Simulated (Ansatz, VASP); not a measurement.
## Al2H3: VASP beside Ansatz

```
Al H
1.0
     3.22035    0.00000    0.00000
    -1.61018    2.78891    0.00000
     0.00000    0.00000    4.93130
Al H
2 3
Direct
  0.33333 0.66667 0.22965
  0.66667 0.33333 0.77035
  0.00000 0.00000 0.00000
  0.33333 0.66667 0.63513
  0.66667 0.33333 0.36487
```

Alike in both runs: functional PBE; k mesh 12 × 12 × 8; occupations gaussian, width 0.1 eV; no spin polarisation.

Ansatz relaxed the structure, and its values are those at the end. VASP's run is a single point on that final structure, the one shown.

|  | VASP | Ansatz |
| --- | --- | --- |
| version | VASP 6.6.1 | Ansatz 0.2.0 |
| potentials or method | VASP PAW PBE potentials, release 64 (Al, H) | scalar-relativistic, plane waves, PAW |
| plane-wave cutoff (eV) | 520 | 420 |
| valence electrons in the cell | 9 | 9 |

VASP gave:

| Item | Value |
| --- | --- |
| gap on the k mesh at the Fermi level (eV) | none |
| pressure (GPa) | -0.1 |

**Question.** Which values does Ansatz return?

**Answer.** gap on the k mesh at the Fermi level (eV): none; pressure (GPa): 0.0.

A gap of «none» marks a metal or a gap that the smearing closes.
